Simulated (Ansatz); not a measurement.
# Si: energy against volume in PBE, exact exchange and the RPA

An exercise on one series of results from a longer session: the logs are not shown, and one member is left open.

The runs shown are made with Ansatz 0.2.0. PBE orbitals, norm-conserving pseudopotentials, plane waves. No spin polarisation and no zero-point or thermal motion.

**Starting point**

The cell was relaxed beforehand with r2SCAN; volume changes: +0 %, -5 %, +5 %, -10 %, +10 %.

It is cubic, Fd-3m (No. 227); conventional cell a = 5.444 Å, 20.17 Å³ an atom. Si has 4 Si at 2.36 Å.

Coordinates:

Space group Fd-3m:1 (No. 227). a = 5.444 Å, b = 5.444 Å, c = 5.444 Å, α = 90.00°, β = 90.00°, γ = 90.00°
```csv
atom,site,symmetry,x,y,z
Si,8b,-43m,0.0000,0.0000,0.5000
```

Set-up of the first run:

Contents of input.yaml:

```yaml
crystal:
  lattice:
    - [0.0, 2.7221191284, 2.7221191284]
    - [2.7221191284, 0.0, 2.7221191284]
    - [2.7221191284, 2.7221191284, 0.0]
  atoms:
    - { symbol: Si, position: [0.0, 0.0, 0.0] }
    - { symbol: Si, position: [0.25, 0.25, 0.25] }
kpoints:
  mp_grid: { grid: [6, 6, 6] }
hamiltonian:
  xc: pbe
  pseudopotentials: { kind: nc }
scf:
  occupations: { method: fixed }
output:
  rpa_energy:
    ecut_chi_ladder: [162, 181, 201, 223, 245]
    long_wavelength: optical_limit
basis:
  ecutwfc: 489.804952
```

Steps of the session up to this table: The unscaled cell; Volume -5 %; Volume +5 %; Volume -10 %; Volume +10 %.

One of the session's tables, all rows but one given; the rest of the session is left out.

Energies in meV/atom from the unscaled cell:

| volume (Å³/atom) | PBE | exact exchange | EXX+RPA | RPA correlation |
| --- | --- | --- | --- | --- |
| 18.154 | 87.9 | 98.9 | 42.9 | -56.0 |
| 19.162 | 24.6 | 26.6 | 2.5 | -24.1 |
| 20.171 | 0.0 | 0.0 | 0.0 | 0.0 |
| 21.179 | ? | ? | ? | ? |
| 22.188 | 33.4 | 46.8 | 75.0 | 28.2 |

Q: Estimate the row for volume (Å³/atom) = 21.179 from the others.

Worked estimate for «PBE». A straight line through the neighbours (20.171, 0.0) and (22.188, 33.4) gives 0.0 + (33.4 − 0.0) × (21.179 − 20.171) / (22.188 − 20.171) = 16.7; a parabola fitted to 3 rows on both sides gives 2.9.

As computed: PBE: 5.2; exact exchange: 9.3; EXX+RPA: 26.3; RPA correlation: 17.0. In «PBE» the line misses by +11.5 and the parabola by -2.3.
